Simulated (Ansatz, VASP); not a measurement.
**PbSe (Clausthalite): VASP beside Ansatz**

```
Pb Se
1.0
     0.00000    3.06065    3.06065
     3.06065    0.00000    3.06065
     3.06065    3.06065    0.00000
Pb Se
1 1
Direct
  0.00000 0.00000 0.00000
  0.50000 0.50000 0.50000
```

Alike in both runs: task band structure; functional PBE; k mesh 8 × 8 × 8; occupations fermi-dirac, width 0.05 eV; no spin polarisation.

|  | VASP | Ansatz |
| --- | --- | --- |
| version | VASP 6.6.1 | Ansatz 0.2.0 |
| potentials or method | VASP PAW PBE potentials, release 54 (Pb, Se) | Ansatz PAW |
| plane-wave cutoff (eV) | 500 | 420 |
| valence electrons in the cell | 10 | 30 |

```tsv
	VASP	Ansatz	Ansatz less VASP
gap on the k mesh at the Fermi level (eV)	0.29	0.29	-0.004
least direct gap on the mesh (eV)	0.29	0.29	-0.004
gap along the band path (eV)	0.29	0.29	-0.004
pressure (GPa)	2.2	2.4	+0.26
```

With one functional, cell and mesh, what is left measures potentials, basis and numerics. The two sets of potentials don't hold the same shells in valence.

Caveats: spin-orbit coupling is left out, which as a rule narrows the gap of such compounds by several tenths of an eV.
